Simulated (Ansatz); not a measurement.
# A run on CuO that went wrong

Someone meant to compute CuO with PBE, plane waves and PAW in Ansatz and wrote this input.

```yaml
crystal:
  lattice:
    - [1.990968, -2.15355, 0.0]
    - [1.990968, 2.15355, 0.0]
    - [0.0, 0.0, 5.155928]
  atoms:
    - { symbol: Cu, position: [0.0, 0.5, 0.0] }
    - { symbol: Cu, position: [0.5, 0.0, 0.5] }
    - { symbol: O, position: [0.5, 0.5, 0.25] }
    - { symbol: O, position: [0.5, 0.5, 0.75] }
basis:
  ecutwfc: 420
kpoints:
  mp_grid: { grid: [14, 14, 8] }
hamiltonian:
  xc: pbe
scf:
  occupations: { method: gaussian, width: 0.1 }
  max_iter: 1
output:
  forces: true
  stress: true
  eigenvalues: true
```

Command:

```bash
ansatz run input.yaml --threads 1 --pin off --max-ram 2560MiB --backend cpu --events-out ev --progress --plain --runs-dir out
```

Output, shortened (HF is the Harris–Foulkes energy, dr2 the density residual in eV):

```text
Pseudopotential: Cu, paw, valence charge 19, recommended cutoff 420 eV (normal)
Pseudopotential: O, paw, valence charge 6, recommended cutoff 420 eV (normal)
Crystal: 4 atoms, lattice volume = 44.214 Å³
Basis set: ecut = 420 eV, 841 PW (Γ), exchange–correlation on 40×40×72 points (8 copies of the dense FFT grid, shifted against one another)
Bands: 30, of which v1, the nominal top of the filled ones, is band 25 counted from 1 (24 counted from 0)
Symmetry: 8 space group operations
Space group: Cccm (ITA 66), of the structure as read, at distance tolerance 3.5e-5 Å
k-points: 285 of 1568
Initial density: superposition of atomic densities, corrected by the library's trained network
SCF iter   1: HF=-14382.561910 eV  Δρ=5.59e-3  dr2=4.81e-3
Error: did not converge after 1 iterations: dr2 = 4.81e-3 (threshold 1.00e-7), under the density mixer `msr1`, which `scf.mixing.algorithm: auto` chose by the deck's other keys (type `scf.mixing.algorithm: msr1` to keep it); raise `scf.max_iter`, which need not help a stalled SCF …
```

Question: Name the fault and the cure.

Answer: The fault is too few SCF iterations allowed. The limit came before the density residual met its threshold. The cure is a higher or no limit.

Mended input, as a difference:

```diff
 scf:
-  max_iter: 1
```

The mended run converges, with a pressure of 1.41 GPa, no gap.

The mended run took 20 s on 1 thread of Arm Neoverse V1, with other jobs on the host, peak memory 0.5 GiB.

This form isn't the usual stable structure of the compound.